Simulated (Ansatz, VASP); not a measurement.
**Al6H: VASP beside Ansatz**

```
Al H
1.0
     5.71430    0.00000    0.00000
    -2.85715    4.94873    0.00000
     0.00000    0.00000   22.60164
Al H
12 2
Cartesian
  1.4286 0.8248 4.0000
  0.0000 3.2992 4.0000
  4.2857 0.8248 4.0000
  2.8572 3.2992 4.0000
  0.0000 1.6496 6.3009
  -1.4286 4.1239 6.3009
  2.8572 1.6496 6.3009
  1.4286 4.1239 6.3009
  0.0000 0.0000 8.6016
  -1.4286 2.4744 8.6016
  2.8572 0.0000 8.6016
  1.4286 2.4744 8.6016
  0.8381 0.8248 11.6016
  2.0191 0.8248 11.6016
```

Alike in both runs: task single point; functional PBE; k mesh 6 × 6 × 1; occupations gaussian, width 0.1 eV; no spin polarisation.

|  | VASP | Ansatz |
| --- | --- | --- |
| version | VASP 6.6.1 | Ansatz 0.2.0 |
| potentials or method | VASP PAW PBE potentials, release 64 (Al, H) | scalar-relativistic, plane waves, PAW |
| plane-wave cutoff (eV) | 520 | 420 |
| valence electrons in the cell | 38 | 38 |

```csv
,VASP,Ansatz,Ansatz less VASP
gap on the k mesh at the Fermi level (eV),none,none,-
rms of the force components (eV/Å),0.970,0.970,-0.0001
"work function, face that differs most (eV)",4.07,4.09,+0.016
```

Atom by atom the forces differ by 0.001 eV/Å (rms over components). A gap of «none» marks a metal or a gap that the smearing closes.
